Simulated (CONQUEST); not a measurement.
## InAs under changes of volume

One of the cells (27.489 Å³/atom); the others are scaled copies at fixed shape and fractional positions:

```
CELL_PARAMETERS angstrom
4.26810 0.00000 0.00000
0.00000 4.26810 0.00000
0.00000 0.00000 6.03600
ATOMIC_POSITIONS crystal
In 0.00000 0.00000 0.00000
In 0.50000 0.50000 0.50000
As 0.00000 0.50000 0.25000
As 0.50000 0.00000 0.75000
```

| Property | Result |
| --- | --- |
| Program | CONQUEST 1.3 |
| Functional | PBE |
| Potentials or basis | PseudoDojo NC PBE, DZP, grid of 40 × 40 × 60 points |
| k mesh | 6 × 6 × 5 |
| Occupations | fermi-dirac, width 0.05 eV |
| Spin | no spin polarisation |

```tsv
volume (Å³/atom)	energy over the lowest point (meV/atom)	pressure (GPa)
25.840	?	?
26.389	72.86	7.8
26.939	48.60	6.3
27.489	29.59	4.8
28.039	15.38	3.5
28.588	5.69	2.2
29.138	0.00	1.1
```

**Question.** What does the run at 25.840 Å³/atom give?

**Answer.** Energy over the lowest point 103.00 meV/atom; pressure 9.9 GPa.

Worked out: A Birch-Murnaghan fit of order 3 (a polynomial in V^(-2/3)) to the other rows has its minimum at 29.71 Å³/atom, just outside them, with B0 = V·E''(V) = 54 GPa and B' = 3.5. It gives 102.79 meV/atom at 25.840 Å³/atom, against the run's 103.00, and -dE/dV = 9.6 GPa, against 9.9.

Energies are extrapolated to zero smearing.

Caveats: the basis of atomic orbitals isn't converged, which shifts pressures, moduli and gaps; the real-space grid breaks the cell's symmetry a little (some runs).
